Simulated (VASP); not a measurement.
# SnO2 (Cassiterite): the relaxed cell at several levels of theory

Aim: relax SnO2 (Cassiterite) at several levels of theory and compare the cells. The starting structure is a measured crystal structure from the Crystallography Open Database. The first relaxation on each setting starts from this cell expanded by 3 % in volume.

Program: VASP 6.6.1. Level of theory: Kohn-Sham DFT with plane waves and PAW; PBEsol, LDA, PBE, PBEsol + D3(BJ), r2SCAN and r2SCAN + rVV10. Results are calculated unless marked as measured.

### 1. The structure

Symmetry: P4_2/mnm, No. 136, tetragonal system. Conventional cell: a = 4.738 Å, b = 4.738 Å, c = 3.187 Å, α = 90.00°, β = 90.00°, γ = 90.00°. Sn has 6 O at 2.05 to 2.06 Å nearest. O has 3 Sn at 2.05 to 2.06 Å nearest. Farther neighbours and most contacts between anions are not listed.

### 2. Relaxation with PBEsol

PBEsol restores the gradient expansion of exchange and is tuned for the cells of solids.

Input file INCAR:

```
SYSTEM = SnO2
PREC = Accurate
ENCUT = 520
EDIFF = 1E-06
NELM = 100
ISMEAR = 0
SIGMA = 0.03
LREAL = .FALSE.
ALGO = Normal
GGA = PS
NBANDS = 32
LORBIT = 11
LWAVE = .FALSE.
LCHARG = .FALSE.
KPAR = 8
IBRION = 2
NSW = 50
ISIF = 3
EDIFFG = -0.006
```

Input file POSCAR:

```
SnO2
1.0
    4.7849139421      0.0000000000      0.0000000000
    0.0000000000      4.7849139421      0.0000000000
    0.0000000000      0.0000000000      3.2180515569
Sn O
2 4
Direct
    0.5000000000      0.5000000000      0.5000000000
    0.0000000000      0.0000000000      0.0000000000
    0.8071000000      0.1929000000      0.5000000000
    0.6929000000      0.6929000000      0.0000000000
    0.1929000000      0.8071000000      0.5000000000
    0.3071000000      0.3071000000      0.0000000000
```

Input file KPOINTS:

```
Automatic mesh
0
Gamma
6 6 6
0 0 0
```

PAW data sets: Sn_d and O (PBE family, release 64).

Started as:

```
mpirun -np 8 vasp_std
```

The program printed:

```text
[banner, memory and clock lines left out]
running    8 mpi-ranks, on    1 nodes
 distrk:  each k-point on    1 cores,    8 groups
 distr:  one band on    1 cores,    1 groups

 POSCAR found type information on POSCAR SnO
 POSCAR found :  2 types and       6 ions
|                                                                             |
|           W    W    AA    RRRRR   N    N  II  N    N   GGGG   !!!           |
|           W    W   A  A   R    R  NN   N  II  NN   N  G    G  !!!           |
|           W    W  A    A  R    R  N N  N  II  N N  N  G       !!!           |
|           W WW W  AAAAAA  RRRRR   N  N N  II  N  N N  G  GGG   !            |
|           WW  WW  A    A  R   R   N   NN  II  N   NN  G    G                |
|           W    W  A    A  R    R  N    N  II  N    N   GGGG   !!!           |
|                                                                             |
|     For optimal performance we recommend to set                             |
|       NCORE = 2 up to number-of-cores-per-socket                            |
|     NCORE specifies how many cores store one orbital (NPAR=cpu/NCORE).      |
|     This setting can greatly improve the performance of VASP for DFT.       |
|     The default, NCORE=1 might be grossly inefficient on modern             |
|     multi-core architectures or massively parallel machines. Do your        |
|     Unfortunately you need to use the default for GW and RPA                |
|     calculations (for HF NCORE is supported but not extensively tested      |
|     yet).                                                                   |
|                                                                             |

|                                                                             |
|               ----> ADVICE to this user running VASP <----                  |
|                                                                             |
|     You enforced a specific xc type in the INCAR file but a different       |
|     [... a line on the potential file left out ...]
|     I HOPE YOU KNOW WHAT YOU ARE DOING!                                     |
|                                                                             |

 LDA part: xc-table for (Slater+PW92), standard interpolation
 POSCAR, INCAR and KPOINTS ok, starting setup
 FFT: planning ... GRIDC
 FFT: planning ... GRID_SOFT
 FFT: planning ... GRID
 WAVECAR not read
 entering main loop
       N       E                     dE             d eps       ncg     rms          rms(c)
DAV:   1     0.627219720794E+03    0.62722E+03   -0.26176E+04  2832   0.252E+03
DAV:   2     0.499830760240E+02   -0.57724E+03   -0.55495E+03  2880   0.666E+02
DAV:   3    -0.405422344072E+02   -0.90525E+02   -0.89495E+02  2920   0.217E+02
DAV:   4    -0.449746563915E+02   -0.44324E+01   -0.44127E+01  3120   0.535E+01
DAV:   5    -0.451133007103E+02   -0.13864E+00   -0.13861E+00  3200   0.954E+00    0.148E+01
DAV:   6    -0.396580864678E+02    0.54552E+01   -0.19698E+01  4088   0.670E+01    0.582E+00
DAV:   7    -0.397195924911E+02   -0.61506E-01   -0.18479E+00  2904   0.780E+00    0.317E+00
DAV:   8    -0.396764069568E+02    0.43186E-01   -0.25398E-01  3816   0.454E+00    0.714E-01
DAV:   9    -0.396629719040E+02    0.13435E-01   -0.59189E-02  4024   0.355E+00    0.123E-01
DAV:  10    -0.396634605127E+02   -0.48861E-03   -0.44087E-03  3648   0.609E-01    0.410E-02
DAV:  11    -0.396635069044E+02   -0.46392E-04   -0.17748E-04  4040   0.137E-01    0.200E-02
DAV:  12    -0.396635091881E+02   -0.22837E-05   -0.14537E-05  3440   0.257E-02    0.146E-02
DAV:  13    -0.396635059335E+02    0.32546E-05   -0.13322E-05  3272   0.485E-02    0.254E-03
DAV:  14    -0.396635061590E+02   -0.22553E-06   -0.69262E-07  1920   0.866E-03
   1 F= -.39663506E+02 E0= -.39663506E+02  d E =-.396635E+02
[...]
2 F= -.39665188E+02 E0= -.39665188E+02  d E =-.168199E-02
[...]
3 F= -.39665590E+02 E0= -.39665590E+02  d E =-.208367E-02
[...]
4 F= -.39665817E+02 E0= -.39665817E+02  d E =-.227524E-03
 trial-energy change:   -0.000228  1 .order   -0.000232   -0.001050    0.000586
 step:   0.5997(harm=  0.6032)  dis= 0.00148  next Energy=   -39.665924 (dE=-0.334E-03)
 bond charge predicted
       N       E                     dE             d eps       ncg     rms          rms(c)
DAV:   1    -0.396659740514E+02   -0.15581E-03   -0.38868E-02  2560   0.150E+00    0.871E-02
DAV:   2    -0.396659744258E+02   -0.37446E-06   -0.14864E-03  3168   0.309E-01    0.415E-02
DAV:   3    -0.396659246500E+02    0.49776E-04   -0.95553E-05  3200   0.131E-01    0.138E-02
DAV:   4    -0.396659212636E+02    0.33865E-05   -0.24634E-05  3808   0.535E-02    0.381E-03
DAV:   5    -0.396659215959E+02   -0.33229E-06   -0.23962E-06  2352   0.125E-02
   5 F= -.39665922E+02 E0= -.39665922E+02  d E =-.331763E-03
 curvature:  -0.36 expect dE=-0.227E-05 dE for cont linesearch -0.929E-07
 trial: gam=-0.03706 g(F)=  0.337E-06 g(S)=  0.592E-05 ort = 0.186E-04 (trialstep = 0.872E+00)
 search vector abs. value=  0.673E-05
 reached required accuracy - stopping structural energy minimisation
```

Wall time 48 s (8 MPI ranks of Intel Xeon Platinum 8488C (Sapphire Rapids), shared host); peak memory 1.9 GiB; 6.2 min of CPU time.

Lines that name or quote the potential files are left out of all logs, and their timing lines are given in words.

OUTCAR, selected parts (step 2):

```text
ion  position               nearest neighbor table
   1  0.500  0.500  0.500-   4 2.07   6 2.07   4 2.07   6 2.07   5 2.08   3 2.08   2 3.75   2 3.75
                             2 3.75   2 3.75   2 3.75   2 3.75   2 3.75   2 3.75
   2  0.000  0.000  0.000-   3 2.07   5 2.07   3 2.07   5 2.07   4 2.08   6 2.08   1 3.75   1 3.75
                             1 3.75   1 3.75   1 3.75   1 3.75   1 3.75   1 3.75
   3  0.807  0.193  0.500-   2 2.07   2 2.07   1 2.08
   4  0.693  0.693  0.000-   1 2.07   1 2.07   2 2.08
   5  0.193  0.807  0.500-   2 2.07   2 2.07   1 2.08
   6  0.307  0.307  0.000-   1 2.07   1 2.07   2 2.08

  LATTYP: Found a simple tetragonal cell.
 ALAT       =     4.7849139421
 C/A-ratio  =     0.6725411566

 Subroutine GETGRP returns: Found 16 space group operations
 (whereof  8 operations were pure point group operations)

The static configuration has the point symmetry D_2h.
 The point group associated with its full space group is D_4h.

 Found     40 irreducible k-points:

   k-points           NKPTS =     40   k-points in BZ     NKDIM =     40   number of bands    NBANDS=     32

   dimension x,y,z NGX =    36 NGY =   36 NGZ =   24
   dimension x,y,z NGXF=    72 NGYF=   72 NGZF=   48

   ENCUT  =  520.0 eV  38.22 Ry    6.18 a.u.   8.90  8.90  5.98*2*pi/ulx,y,z

   NELECT =      52.0000    total number of electrons

 k-points in reciprocal lattice and weights: Automatic mesh
   0.00000000  0.00000000  0.00000000       0.005
   0.16666667  0.00000000  0.00000000       0.019
   0.33333333  0.00000000  0.00000000       0.019
   0.50000000  0.00000000  0.00000000       0.009
   0.16666667  0.16666667  0.00000000       0.019
   0.33333333  0.16666667  0.00000000       0.037
   0.50000000  0.16666667  0.00000000       0.019
   0.33333333  0.33333333  0.00000000       0.019
   0.50000000  0.33333333  0.00000000       0.019
[...]
0.50000000  0.33333333  0.50000000       0.019
   0.50000000  0.50000000  0.50000000       0.005

 average (electrostatic) potential at core
       1 -99.4701       2 -99.4701       3 -68.1044       4 -68.1044       5 -68.1044
       6 -68.1044

 E-fermi :   5.9395

 k-point     1 :       0.0000    0.0000    0.0000
  band No.  band energies     occupation
    ...
     22       4.4661      2.00000
     23       4.4661      2.00000
     24       4.9712      2.00000
     25       4.9712      2.00000
     26       5.7514      2.00000
     27       6.6210      0.00000
     28      11.5574      0.00000
     29      11.7575      0.00000
     30      11.7575      0.00000
     31      15.8568      0.00000
    ...

 k-point     2 :       0.1667    0.0000    0.0000
  band No.  band energies     occupation
    ...
     22       4.3951      2.00000
     23       4.4737      2.00000
     24       4.4919      2.00000
     25       4.9893      2.00000
     26       5.6115      2.00000
     27       7.3527      0.00000
     28      11.3169      0.00000
     29      11.8810      0.00000
     30      12.0136      0.00000
     31      16.0977      0.00000
    ...

 k-point     3 :       0.3333    0.0000    0.0000
  band No.  band energies     occupation
    ...
     22       4.0824      2.00000
     23       4.4929      2.00000
     24       4.5171      2.00000
     25       5.0366      2.00000
     26       5.3106      2.00000
     27       8.6130      0.00000
     28      10.7764      0.00000
     29      12.2297      0.00000
     30      12.3884      0.00000
     31      16.3423      0.00000
    ...

  Total        0.0093408      0.0093408      0.0236964      0.0000000      0.0000000      0.0000000
  in kB        0.2042636      0.2042636      0.5181897      0.0000000      0.0000000      0.0000000
  external PRESSURE =       0.3089057 kB  Pullay stress =       0.0000000 kB

  energy-cutoff  :      520.00
  volume of cell :       73.27
      direct lattice vectors                 reciprocal lattice vectors
     4.772912524 -0.000000000  0.000000000     0.209515677  0.000000000  0.000000000
    -0.000000000  4.772912524  0.000000000     0.000000000  0.209515677  0.000000000
     0.000000000  0.000000000  3.216154657     0.000000000  0.000000000  0.310930321

 POSITION                                       TOTAL-FORCE (eV/Angst)
 -----------------------------------------------------------------------------------
      2.38646      2.38646      1.60808         0.000000      0.000000      0.000000
      0.00000     -0.00000      0.00000         0.000000      0.000000      0.000000
      3.84818      0.92473      1.60808         0.000934     -0.000934      0.000000
      3.31119      3.31119      0.00000        -0.000934     -0.000934      0.000000
      0.92473      3.84818      1.60808        -0.000934      0.000934      0.000000
      1.46173      1.46173      0.00000         0.000934      0.000934      0.000000
 -----------------------------------------------------------------------------------
    total drift:                                0.000000     -0.000000      0.000000

  FREE ENERGIE OF THE ION-ELECTRON SYSTEM (eV)
  ---------------------------------------------------
  free  energy   TOTEN  =       -39.6659215959 eV

  energy  without entropy=      -39.6659215959  energy(sigma->0) =      -39.66592160

 reached required accuracy - stopping structural energy minimisation

 total charge
# of ion       s       p       d       tot
------------------------------------------
    1        0.884   1.081  10.365  12.330
    2        0.884   1.081  10.365  12.330
    3        1.556   3.480   0.000   5.035
    4        1.556   3.480   0.000   5.035
    5        1.556   3.480   0.000   5.035
    6        1.556   3.480   0.000   5.035
--------------------------------------------------
tot          7.990  16.080  20.730  44.801

[... 3 further parts left out ...]
```

CONTCAR:

```
SnO2
   1.00000000000000
     4.7729125239923151   -0.0000000000000000    0.0000000000000000
    -0.0000000000000000    4.7729125239923151    0.0000000000000000
     0.0000000000000000    0.0000000000000000    3.2161546573495974
  Sn              O
     2     4
Direct
     0.5000000000000000    0.5000000000000000    0.5000000000000000
     0.0000000000000000    0.0000000000000000    0.0000000000000000
     0.8062545791678352    0.1937454208321648    0.5000000000000000
     0.6937454208321648    0.6937454208321648    0.0000000000000000
     0.1937454208321648    0.8062545791678352    0.5000000000000000
     0.3062545791678352    0.3062545791678352    0.0000000000000000
```

The PAW data sets were made with PBE, which is usual practice but a small mismatch for other functionals. The run keeps the 16 symmetry operations of its start, so it cannot find a distortion of lower symmetry.

With PBEsol the relaxed cell holds 12.211 Å³ an atom, +2.42 % against the measured cell, with a = 4.773 Å and c = 3.216 Å.

### 3. Relaxation with LDA

LDA, the lowest rung, knows the local density alone. This run starts from the cell of an earlier relaxation, which isn't shown; the restart sets up the plane waves anew.

Edit INCAR of step 2 so:

```diff
@@ -9,3 +9,3 @@
 ALGO = Normal
-GGA = PS
+GGA = CA
 NBANDS = 32
```

Input file POSCAR:

```
SnO2
1.0
    4.7293114675      0.0000000000      0.0000000000
    0.0000000000      4.7293114675      0.0000000000
    0.0000000000      0.0000000000      3.1962112282
Sn O
2 4
Direct
    0.5000000000      0.5000000000      0.5000000000
    0.0000000000      0.0000000000      0.0000000000
    0.8060357231      0.1939642769      0.5000000000
    0.6939642769      0.6939642769      0.0000000000
    0.1939642769      0.8060357231      0.5000000000
    0.3060357231      0.3060357231      0.0000000000
```

KPOINTS is that of step 2.

PAW data sets: Sn_d and O (LDA family, release 64).

Started as:

```
mpirun -np 8 vasp_std
```

The program printed:

```text
[banner, memory and clock lines left out]
running    8 mpi-ranks, on    1 nodes
[...]
[... a notice as in an earlier step ...]

 LDA part: xc-table for (Slater(with rela. corr.)+CA(PZ))
 , standard interpolation
 POSCAR, INCAR and KPOINTS ok, starting setup
[...]
entering main loop
       N       E                     dE             d eps       ncg     rms          rms(c)
DAV:   1     0.628064346079E+03    0.62806E+03   -0.26347E+04  2792   0.255E+03
DAV:   2     0.475997096044E+02   -0.58046E+03   -0.55518E+03  2856   0.672E+02
DAV:   3    -0.437356866165E+02   -0.91335E+02   -0.90387E+02  2936   0.220E+02
DAV:   4    -0.483003718227E+02   -0.45647E+01   -0.45434E+01  3096   0.545E+01
[...]
DAV:  12    -0.422812611084E+02   -0.37856E-05   -0.22879E-05  3432   0.418E-02    0.156E-02
DAV:  13    -0.422812569624E+02    0.41460E-05   -0.15223E-05  3352   0.502E-02    0.183E-03
DAV:  14    -0.422812570835E+02   -0.12107E-06   -0.15232E-06  2280   0.988E-03
   1 F= -.42281257E+02 E0= -.42281257E+02  d E =-.422813E+02
[...]
reached required accuracy - stopping structural energy minimisation
```

The job ended after 15 s (8 MPI ranks; peak memory 1.6 GiB).

Parts of OUTCAR (step 3):

```text
  Total       -0.0076412     -0.0076412      0.0314668     -0.0000000      0.0000000      0.0000000
  in kB       -0.1712532     -0.1712532      0.7052326     -0.0000000      0.0000000      0.0000000
  external PRESSURE =       0.1209088 kB  Pullay stress =       0.0000000 kB

 POSITION                                       TOTAL-FORCE (eV/Angst)
 -----------------------------------------------------------------------------------
      2.36466      2.36466      1.59811        -0.000000      0.000000      0.000000
      0.00000      0.00000      0.00000        -0.000000      0.000000      0.000000
      3.81199      0.91732      1.59811         0.001232     -0.001232      0.000000
      3.28197      3.28197      0.00000        -0.001232     -0.001232      0.000000
      0.91732      3.81199      1.59811        -0.001232      0.001232      0.000000
      1.44734      1.44734      0.00000         0.001232      0.001232     -0.000000
 -----------------------------------------------------------------------------------
    total drift:                                0.000000      0.000000      0.000000

  FREE ENERGIE OF THE ION-ELECTRON SYSTEM (eV)
  ---------------------------------------------------
  free  energy   TOTEN  =       -42.2812570835 eV

  energy  without entropy=      -42.2812570835  energy(sigma->0) =      -42.28125708

[... 2 parts as in an earlier step ...]

[... 2 further parts left out ...]
[key lines of the parts left out:]
E-fermi :   6.0868
```

With LDA the relaxed cell holds 11.915 Å³ an atom, -0.06 % against the measured cell, with a = 4.729 Å and c = 3.196 Å. That is -2.43 % from PBEsol.

### 4. Relaxation with PBE

PBE, the usual starting point, adds the gradient of the density. This run starts from the cell of an earlier relaxation, which isn't shown; the restart sets up the plane waves anew.

Edit INCAR of step 3 so:

```diff
@@ -9,3 +9,3 @@
 ALGO = Normal
-GGA = CA
+GGA = PE
 NBANDS = 32
```

Input file POSCAR:

```
SnO2
1.0
    4.8308992769      0.0000000000      0.0000000000
    0.0000000000      4.8308992769      0.0000000000
    0.0000000000      0.0000000000      3.2429492208
Sn O
2 4
Direct
    0.5000000000      0.5000000000      0.5000000000
    0.0000000000      0.0000000000      0.0000000000
    0.8065844636      0.1934155364      0.5000000000
    0.6934155364      0.6934155364      0.0000000000
    0.1934155364      0.8065844636      0.5000000000
    0.3065844636      0.3065844636      0.0000000000
```

KPOINTS is that of step 3.

The projector-augmented-wave data sets are Sn_d and O (PBE family, release 64).

Started as:

```
mpirun -np 8 vasp_std
```

The program printed:

```text
[banner, memory and clock lines left out]
running    8 mpi-ranks, on    1 nodes
[...]
[... a notice as in an earlier step ...]

 LDA part: xc-table for (Slater+PW92), standard interpolation
 POSCAR, INCAR and KPOINTS ok, starting setup
[...]
entering main loop
       N       E                     dE             d eps       ncg     rms          rms(c)
DAV:   1     0.630813788376E+03    0.63081E+03   -0.26177E+04  2832   0.248E+03
DAV:   2     0.516375844001E+02   -0.57918E+03   -0.55417E+03  2872   0.660E+02
DAV:   3    -0.388463196282E+02   -0.90484E+02   -0.89335E+02  2944   0.218E+02
DAV:   4    -0.433075663852E+02   -0.44612E+01   -0.44429E+01  3128   0.534E+01
[...]
DAV:  12    -0.373043613725E+02   -0.35149E-05   -0.22446E-05  3216   0.311E-02    0.155E-02
DAV:  13    -0.373043571281E+02    0.42444E-05   -0.15506E-05  3264   0.522E-02    0.271E-03
DAV:  14    -0.373043575207E+02   -0.39258E-06   -0.92113E-07  1952   0.901E-03
   1 F= -.37304358E+02 E0= -.37304358E+02  d E =-.373044E+02
[...]
reached required accuracy - stopping structural energy minimisation
```

Run time: 16 s. Hardware: 8 MPI ranks; peak memory 1.8 GiB.

OUTCAR, selected parts (step 4):

```text
  Total        0.0101962      0.0101962      0.0043026     -0.0000000      0.0000000      0.0000000
  in kB        0.2158509      0.2158509      0.0910849     -0.0000000      0.0000000      0.0000000
  external PRESSURE =       0.1742622 kB  Pullay stress =       0.0000000 kB

 POSITION                                       TOTAL-FORCE (eV/Angst)
 -----------------------------------------------------------------------------------
      2.41545      2.41545      1.62147         0.000000      0.000000      0.000000
      0.00000      0.00000      0.00000         0.000000      0.000000      0.000000
      3.89653      0.93437      1.62147        -0.002379      0.002379      0.000000
      3.34982      3.34982      0.00000         0.002379      0.002379      0.000000
      0.93437      3.89653      1.62147         0.002379     -0.002379     -0.000000
      1.48108      1.48108      0.00000        -0.002379     -0.002379     -0.000000
 -----------------------------------------------------------------------------------
    total drift:                                0.000000      0.000000     -0.000000

  FREE ENERGIE OF THE ION-ELECTRON SYSTEM (eV)
  ---------------------------------------------------
  free  energy   TOTEN  =       -37.3043575207 eV

  energy  without entropy=      -37.3043575207  energy(sigma->0) =      -37.30435752

[... 2 parts as in an earlier step ...]

[... 2 further parts left out ...]
[key lines of the parts left out:]
E-fermi :   5.6737
```

With PBE the relaxed cell holds 12.614 Å³ an atom, +5.80 % against the measured cell, with a = 4.831 Å and c = 3.243 Å. That is +3.30 % from PBEsol.

(Part 1 of 2 ends here.)

[Lines on the potential files, build, host, timing and source positions are cut from VASP's logs without a mark.]

[Logs are printed without paths, hosts, clocks, repeated set-up lines and the standing remarks that a program may print on its own settings, such as how far it seeks lower states.]

[Hosts, paths, dates, database ids (printed as entryN), source tags and the programs' standing remarks are cut or masked in the printed files.]
